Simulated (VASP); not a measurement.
# CdTe (F-43m) in VASP: notebook, part 2 of 2

VASP 6.6.1.

## Step 4: Single point, PBEsol

This run uses another cell than the first one, of 34.24 Å³/atom, 1.061 times its volume.

INCAR

```
  PREC = Accurate
  ENCUT = 520
  EDIFF = 1E-7
  ISMEAR = -1
  SIGMA = 0.05
  LREAL = F
  LASPH = T
  NELM = 100
  ALGO = Normal
  ISIF = 2
  LWAVE = F
  LCHARG = F
  GGA = PS
  NBANDS = 16
```

KPOINTS

```
regular mesh
0
Gamma
  7 7 7
```

POSCAR

```
CdTe
1.0
    0.0000000000      3.2471758892      3.2471758892
    3.2471758892      0.0000000000      3.2471758892
    3.2471758892      3.2471758892      0.0000000000
Te Cd
1 1
Direct
    0.7500000000      0.7500000000      0.7500000000
    0.0000000000      0.0000000000      0.0000000000
```

On the command line:

```
$ cat potpaw_PBE.64/Te/POTCAR potpaw_PBE.64/Cd/POTCAR > POTCAR
$ mpirun -np 1 vasp_std > vasp.out
```

Run time: 22 s. Hardware: 1 thread of Intel Xeon Platinum 8488C (Sapphire Rapids), shared host; peak memory 0.21 GiB.

Results (log left out):

```yaml
Free_energy: -5.4880 eV
Pressure: 0.1 GPa
Band_gap_on_the_k_mesh: 0.64 eV, direct
```

Levels at points of the mesh, in eV from the valence-band top:
```
           k point  band 5  band 6  band 7  band 8  band 9  band 10  band 11  band 12  band 13  band 14
(0.00, 0.00, 0.00)   -7.98   -7.98    0.00    0.00    0.00     0.64     4.55     4.55     4.55     7.29
```

Caveat: the PAW data sets were made with another functional, which shifts forces and pressure a little; spin-orbit coupling is left out, which moves the levels of the heavy elements.

## Step 5: Single point, PBEsol

This run uses another cell than the first one, of 32.92 Å³/atom, 1.020 times its volume.

INCAR

```
PREC     = Accurate       # precision mode
ENCUT    = 520            # plane-wave cutoff, eV
EDIFF    = 1E-6           # SCF threshold, eV
ISMEAR   = -1             # smearing method
SIGMA    = 0.05           # smearing width, eV
LREAL    = F              # projectors in reciprocal space
LASPH    = T              # aspherical terms in the spheres
NELM     = 80             # most SCF steps
ALGO     = Normal         # electronic algorithm
ISIF     = 2              # what is computed and relaxed
LWAVE    = F              # write WAVECAR
LCHARG   = F              # write CHGCAR
GGA      = PS             # functional
NBANDS   = 16             # bands
```

KPOINTS

```
Automatic mesh
0
Gamma
  5 5 5
```

POSCAR

```
CdTe
1.0
    0.0000000000      3.2050000000      3.2050000000
    3.2050000000      0.0000000000      3.2050000000
    3.2050000000      3.2050000000      0.0000000000
Te Cd
1 1
Direct
    0.7500000000      0.7500000000      0.7500000000
    0.0000000000      0.0000000000      0.0000000000
```

Potentials or basis: VASP PAW PBE potentials, release 64 (Te, Cd).

On the command line:

```
$ cat potpaw_PBE.64/Te/POTCAR potpaw_PBE.64/Cd/POTCAR > POTCAR
$ mpirun -np 1 vasp_std > vasp.out
```

OUTCAR:

```text
PREC = Accurate
   ENCUT = 520
   EDIFF = 1E-6
   ISMEAR = -1
   LREAL = F
   LASPH = T
   NELM = 80
   ISIF = 2
   GGA = PS

 ion  position               nearest neighbor table
   1  0.750  0.750  0.750-   2 2.78   2 2.78   2 2.78   2 2.78
   2  0.000  0.000  0.000-   1 2.78   1 2.78   1 2.78   1 2.78

  LATTYP: Found a face centered cubic cell.
 ALAT       =     6.4100000000

  Lattice vectors:

 A1 = (   0.0000000000,   3.2050000000,   3.2050000000)
 A2 = (   3.2050000000,   0.0000000000,   3.2050000000)
 A3 = (   3.2050000000,   3.2050000000,   0.0000000000)

Analysis of symmetry for initial positions (statically):
=====================================================================
 Subroutine PRICEL returns:
 Original cell was already a primitive cell.

 Routine SETGRP: Setting up the symmetry group for a
 face centered cubic supercell.

 Subroutine GETGRP returns: Found 24 space group operations
 (whereof 24 operations were pure point group operations)
 out of a pool of 48 trial point group operations.

The static configuration has the point symmetry T_d .
[... 142 lines left out ...]
  free energy    TOTEN  =        -5.45391992 eV

  energy without entropy =       -5.45390750  energy(sigma->0) =       -5.45391371

 E-fermi :   2.9339     XC(G=0):  -8.9241

 val. band max:        2.5282618734   @ k =   0.0000   0.0000   0.0000
 cond. band min:       3.2842877042   @ k =   0.0000   0.0000   0.0000
 fundamental gap:      0.7560258308
 Fermi energy:         2.9339233747

 k-point     1 :       0.0000    0.0000    0.0000
  band No.  band energies     occupation
      1      -8.8789      2.00000
      2      -5.8610      2.00000
      3      -5.8610      2.00000
      4      -5.8610      2.00000
      5      -5.5713      2.00000
      6      -5.5713      2.00000
[... 167 lines left out ...]
      3      -5.7293      2.00000
      4      -5.6133      2.00000
      5      -5.5631      2.00000
      6      -5.0563      2.00000
[... 8 lines left out ...]
     15      12.6467      0.00000
     16      14.6435      0.00000

------------------------ aborting loop because EDIFF is reached ----------------------------------------

  FORCE on cell =-STRESS in cart. coord.  units (eV):
  Direction    XX          YY          ZZ          XY          YZ          ZX
  --------------------------------------------------------------------------------------
  -------------------------------------------------------------------------------------
  Total        0.7918053      0.7918053      0.7918053     -0.0000000      0.0000000      0.0000000
  in kB       19.2670357     19.2670357     19.2670357     -0.0000000      0.0000000      0.0000000
  external PRESSURE =      19.2670357 kB  Pullay stress =       0.0000000 kB

 VOLUME and BASIS-vectors are now :
 -----------------------------------------------------------------------------
  energy-cutoff  :      520.00
  volume of cell :       65.84
      direct lattice vectors                 reciprocal lattice vectors
     0.000000000  3.205000000  3.205000000    -0.156006240  0.156006240  0.156006240
     3.205000000  0.000000000  3.205000000     0.156006240 -0.156006240  0.156006240
     3.205000000  3.205000000  0.000000000     0.156006240  0.156006240 -0.156006240

 POSITION                                       TOTAL-FORCE (eV/Angst)
 -----------------------------------------------------------------------------------
      4.80750      4.80750      4.80750         0.000000      0.000000      0.000000
      0.00000      0.00000      0.00000        -0.000000     -0.000000     -0.000000
 -----------------------------------------------------------------------------------
    total drift:                                0.000000      0.000000      0.000000

  FREE ENERGIE OF THE ION-ELECTRON SYSTEM (eV)
  ---------------------------------------------------
  free  energy   TOTEN  =        -5.4539199199 eV

  energy  without entropy=       -5.4539074992  energy(sigma->0) =       -5.45391371
```

OSZICAR:

```text
N       E                     dE             d eps       ncg     rms          rms(c)
DAV:   1     0.103473670134E+03    0.10347E+03   -0.83996E+03   320   0.977E+02
DAV:   2    -0.207525328971E+01   -0.10555E+03   -0.10017E+03   392   0.241E+02
DAV:   3    -0.568237407962E+01   -0.36071E+01   -0.36018E+01   392   0.461E+01
DAV:   4    -0.571460985354E+01   -0.32236E-01   -0.32235E-01   472   0.385E+00
DAV:   5    -0.571468040501E+01   -0.70551E-04   -0.70551E-04   416   0.169E-01    0.583E+00
DAV:   6    -0.547381643270E+01    0.24086E+00   -0.43913E-01   368   0.859E+00    0.479E+00
DAV:   7    -0.545473051474E+01    0.19086E-01   -0.10722E-01   376   0.219E+00    0.192E+00
DAV:   8    -0.545387823520E+01    0.85228E-03   -0.10972E-02   360   0.120E+00    0.504E-01
DAV:   9    -0.545386910346E+01    0.91317E-05   -0.75990E-04   368   0.308E-01    0.129E-01
DAV:  10    -0.545389899586E+01   -0.29892E-04   -0.10958E-04   392   0.952E-02    0.563E-02
DAV:  11    -0.545392231840E+01   -0.23323E-04   -0.51003E-05   384   0.471E-02    0.421E-02
DAV:  12    -0.545392014962E+01    0.21688E-05   -0.43477E-06   360   0.159E-02    0.217E-02
DAV:  13    -0.545391991990E+01    0.22973E-06   -0.62964E-07   304   0.381E-03
   1 F= -.54539199E+01 E0= -.54539137E+01  d E =-.124207E-04
```

It took 11 s on 1 thread of Intel Xeon Platinum 8259CL at 2.50GHz (Skylake/Cascade Lake), shared host; peak memory 0.2 GiB.

Results:

```
Free energy            : -5.4539 eV
Pressure               : 1.9 GPa
Band gap on the k mesh : 0.76 eV, direct
```

Caveat: the PAW data sets were made with another functional, which shifts forces and pressure a little; spin-orbit coupling is left out, which moves the levels of the heavy elements.

## Step 6: The runs side by side

```csv
cell,k mesh,gap on the mesh (eV),pressure (GPa)
"a = 4.502 Å, angles 60.0°, 2 atoms",7 × 7 × 7,0.82,2.9
"a = 4.563 Å, angles 60.0°, 2 atoms",7 × 7 × 7,0.70,0.9
"a = 4.592 Å, angles 60.0°, 2 atoms",7 × 7 × 7,0.64,0.1
"a = 4.533 Å, angles 60.0°, 2 atoms",5 × 5 × 5,0.76,1.9
```

Alike in all rows: task single point; level PBEsol; potentials or basis VASP PAW PBE potentials, release 64 (Te, Cd); no spin polarisation; cutoff (eV) 520; smearing fermi-dirac 0.05 eV.

Caveats: the PAW data sets were made with another functional, which shifts forces and pressure a little; spin-orbit coupling is left out, which moves the levels of the heavy elements.

Absolute energies hang on the potentials; compare differences alone.

## Step 7: Against experiment

Step 2. Measured gap of CdTe: 1.607 eV (0 K; a printed reference work, data compilation). This calculation gives 0.82 eV (-0.79 eV). Spin-orbit coupling on Cd, Te is left out. The value is that of PBEsol, without temperature or zero-point motion. Semilocal functionals fall short of measured gaps as a rule.

Step 3. Measured gap of CdTe: 1.607 eV (0 K; a printed reference work, data compilation). This calculation gives 0.70 eV (-0.91 eV). Spin-orbit coupling on Cd, Te is left out. The value is that of PBEsol, without temperature or zero-point motion. Semilocal functionals fall short of measured gaps as a rule.

Step 4. A measured gap of CdTe is 1.607 eV (0 K; a printed reference work, data compilation); the calculated 0.64 eV misses it by -0.96 eV. Spin-orbit coupling on Cd, Te is left out. The value is that of PBEsol, without temperature or zero-point motion. Semilocal functionals fall short of measured gaps as a rule.

Step 5. Measured gap of CdTe: 1.607 eV (0 K; a printed reference work, data compilation). This calculation gives 0.76 eV (-0.85 eV). Spin-orbit coupling on Cd, Te is left out. The value is that of PBEsol, without temperature or zero-point motion. Semilocal functionals fall short of measured gaps as a rule.
